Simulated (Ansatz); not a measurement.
The system is Nb.

```xyz
1
Lattice="-1.6640 1.6640 1.6640 1.6640 -1.6640 1.6640 1.6640 1.6640 -1.6640" Properties=species:S:1:pos:R:3 pbc="T T T"
Nb    0.0000    0.0000    0.0000
```

| Property | Result |
| --- | --- |
| Program | Ansatz 0.2.0 |
| Task | relaxation of cell and atoms |
| Functional | B3LYP |
| Potentials or basis | Ansatz PAW |
| Cutoff | 420 eV (not typed: the program's choice for these potentials) |
| k mesh | 6 × 6 × 6 |
| Occupations | fermi-dirac, width 0.05 eV |
| Spin | no spin polarisation |

At the start: volume 18.43 Å³/atom.

Task: Where does the relaxation end?

Result: It ends after 4 steps and the volume is 18.03 Å³/atom (-2.1 %); space group Im-3m (No. 229, to 0.05 Å).

The path:
```
step  energy change (eV)  largest force (eV/Å)  volume (Å³)
   1              0.0000                0.0000        18.43
   2             -0.0045                0.0000        18.07
   3             -0.0046                0.0000        18.03
   4             -0.0045                0.0000        18.03
```

Final structure:
```xyz
1
Lattice="-1.6520 1.6520 1.6520 1.6520 -1.6520 1.6520 1.6520 1.6520 -1.6520" Properties=species:S:1:pos:R:3 pbc="T T T"
Nb    0.0000    0.0000    0.0000
```

Caveat: the k mesh is coarse (spacing up to 0.45 Å⁻¹), so the values aren't converged, least of all with exact exchange; the plane-wave basis is chosen anew once the cell has moved, so the energies of steps on either side of that aren't comparable; the PAW data sets come from PBE, with cores solved anew for the run's functional, which leaves a small shift of forces and pressure.
